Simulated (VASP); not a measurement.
A run of VASP 6.6.1 is set up as follows.

The input POSCAR:

```
Si                                      
1.0
    0.0000000000      2.7178477093      2.7178477093
    2.7178477093      0.0000000000      2.7178477093
    2.7178477093      2.7178477093      0.0000000000
  Si            
     2
Direct
     0.7500000000000000    0.7500000000000000    0.7500000000000000
     0.5000000000000000    0.5000000000000000    0.5000000000000000
```

INCAR.step1

```
ALGO = Normal ; EDIFF = 1E-5
ENCUT = 520 ; GGA = PE
ISIF = 2 ; ISMEAR = 0
KPAR = 8 ; LASPH = True
LCHARG = False ; LREAL = False
LWAVE = True ; NELM = 80
PREC = Accurate ; SIGMA = 0.03
```

Contents of INCAR.step2:

```
ALGO = Normal ; EDIFF = 1E-7
ENCUT = 520 ; GGA = PE
HFSCREEN = 0.2 ; ISIF = 2
ISMEAR = 0 ; ISTART = 1
KPAR = 8 ; LASPH = True
LCHARG = False ; LHFCALC = True
LREAL = False ; LWAVE = False
NELM = 80 ; PREC = Accurate
PRECFOCK = Fast ; SIGMA = 0.03
```

KPOINTS

```
k-points
0
Gamma
  8 8 8
```

The input KPOINTS_OPT:

```
explicit points
6
Reciprocal
 0.0000000000  0.0000000000  0.0000000000 1
 0.3750000000  0.3750000000  0.7500000000 1
 0.5000000000  0.5000000000  0.5000000000 1
 0.6250000000  0.2500000000  0.6250000000 1
 0.5000000000  0.2500000000  0.7500000000 1
 0.5000000000  0.0000000000  0.5000000000 1
```

Potentials or basis: VASP PAW PBE potentials, release 64 (Si).

The run is started by

```bash
$ cat potpaw_PBE.64/Si/POTCAR > POTCAR
$ cp INCAR.step1 INCAR
$ mpirun -np 8 vasp_std > vasp.out
$ cp INCAR.step2 INCAR
$ mpirun -np 8 vasp_std > vasp.out
```

What does it give for the pressure?

-0.1 GPa.

Estimate the band gap along the path.

1.31 eV, indirect (least direct gap 3.34 eV).

Predict the band gap on the k mesh.

1.20 eV, indirect (least direct gap 3.34 eV).

Caveat: the PAW data sets were made with another functional, which shifts forces and pressure a little.
